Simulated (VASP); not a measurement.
TiSi2:

```
CELL_PARAMETERS angstrom
0.00000 4.11752 4.26290
2.38951 0.00000 4.26290
2.38951 4.11752 0.00000
ATOMIC_POSITIONS crystal
Ti 0.75000 0.75000 0.75000
Ti 0.50000 0.50000 0.50000
Si 0.41257 0.08743 0.41257
Si 0.08743 0.41257 0.08743
Si 0.16257 0.83743 0.16257
Si 0.83743 0.16257 0.83743
```

The cell is a database's computed one.

| Quantity | Value |
| --- | --- |
| Program | VASP 6.6.1 |
| Task | relaxation of cell and atoms |
| Functional | PW91 |
| Potentials or basis | VASP PAW PBE potentials, release 64 (Ti_sv, Si) |
| Cutoff | 600 eV |
| k mesh | 5 × 5 × 5 |
| Occupations | fermi-dirac, width 0.05 eV |
| Spin | no spin polarisation |

At the start: pressure 2.8 GPa; volume 13.98 Å³/atom.

Q: Where does the relaxation end?

A: Over 7 steps the energy falls by 2.5 meV/atom and the volume is 14.24 Å³/atom (+1.9 %); space group Fddd (No. 70, to 0.05 Å).

The path:
```tsv
step	energy change (eV)	largest force (eV/Å)	pressure (GPa)	volume (Å³)
1	0.0000	0.0284	2.77	83.88
2	-0.0022	0.0515	-2.36	86.85
3	-0.0141	0.0402	0.00	85.41
4	-0.0145	0.0317	-0.01	85.43
5	-0.0146	0.0205	-0.02	85.46
6	-0.0148	0.0073	-0.03	85.45
7	-0.0148	0.0030	-0.03	85.45
```

Final structure:
```cif
data_structure
_symmetry_space_group_name_H-M 'P 1'
_symmetry_Int_Tables_number 1
_cell_length_a 5.9698
_cell_length_b 4.9267
_cell_length_c 4.7834
_cell_angle_alpha 75.859
_cell_angle_beta 53.155
_cell_angle_gamma 50.986
_cell_volume 85.45
loop_
_atom_site_label
_atom_site_type_symbol
_atom_site_fract_x
_atom_site_fract_y
_atom_site_fract_z
_atom_site_occupancy
Ti1 Ti 0.75000 0.75000 0.75000 1
Ti2 Ti 0.50000 0.50000 0.50000 1
Si1 Si 0.41147 0.08853 0.41147 1
Si2 Si 0.08853 0.41147 0.08853 1
Si3 Si 0.16147 0.83853 0.16147 1
Si4 Si 0.83853 0.16147 0.83853 1
```

Caveat: the PAW data sets were made with another functional, which shifts forces and pressure a little.
